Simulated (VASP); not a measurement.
SnS, 8 atoms in the cell. Symmetry: Pnma, No. 62, orthorhombic system. Conventional cell: a = 11.456 Å, b = 4.028 Å, c = 4.436 Å, α = 90.00°, β = 90.00°, γ = 90.00°. Around Sn (site symmetry m) lie 3 S at 2.65 to 2.69 Å. S (site symmetry m) has 3 Sn at 2.65 to 2.69 Å as nearest neighbours. 

| Property | Result |
| --- | --- |
| Program | VASP 6.6.1 |
| Task | relaxation of cell and atoms |
| Functional | PBE |
| Potentials or basis | VASP PAW PBE potentials, release 64 (Sn_d, S) |
| Cutoff | 600 eV |
| k mesh | 4 × 8 × 6 |
| Occupations | gaussian, width 0.03 eV |
| Spin | no spin polarisation |
| Further INCAR settings | ALGO = Normal; EDIFF = 1e-07; IBRION = 2; EDIFFG = -0.005; NSW = 90; ISIF = 3 |

Potentials or basis: VASP PAW PBE potentials, release 64 (Sn_d, S).

Command:

```console
$ cat potpaw_PBE.64/Sn_d/POTCAR potpaw_PBE.64/S/POTCAR > POTCAR
$ mpirun -np 2 vasp_std > vasp.out
```

Hardware: 2 MPI ranks on Intel(R) Xeon(R) Platinum 8488C (Sapphire Rapids), with other jobs on the host.

Q: Estimate the wall time of this run.

A: It took 41 min on 2 MPI ranks on Intel(R) Xeon(R) Platinum 8488C (Sapphire Rapids), on a shared host, peak memory 0.69 GiB a rank. Counts: scf iterations 161, k points 60, ion steps 20.
